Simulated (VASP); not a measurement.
Runs of VASP 6.6.1 on Si23W (a cell with a defect). The cell holds a defect, 24 atoms: a = 11.534 Å, b = 7.689 Å, c = 7.689 Å, α = 60.00°, β = 60.00°, γ = 60.00°. 

```tsv
task	spin	fixed moment (μB)	cell	gap on the mesh (eV)	pressure (GPa)	moment (μB)	largest force (eV/Å)
single point	collinear, ferromagnetic start	-	as given	(a)	1.1	0.55	0.98
single point	collinear, zero start	0	as given	-	1.1	0.00	0.95
relaxation of the atoms	collinear, ferromagnetic start	-	atoms relaxed	0.26	1.1	2.00	0.02
single point	collinear, ferromagnetic start	2	as given	-	1.5	2.00	(b)
```

Alike in all rows: level PBEsol+U; potentials or basis VASP PAW PBE potentials, release 64 (W_sv, Si); W d U = 2 eV; k mesh 2 × 3 × 3; cutoff (eV) 350; smearing gaussian 0.03 eV.

Q: Fill in the values left out.

A: (a) none; (b) 1.32.

Caveats: the PAW data sets were made with another functional, which shifts forces and pressure a little; the U is typed as a test and isn't derived for this compound; the total moment is fixed, so each spin has its own Fermi level (some runs); spin-orbit coupling is left out, which moves the levels of the heavy elements (some runs).

A k mesh can miss the band edges, and the runs leave out spin-orbit coupling on W.
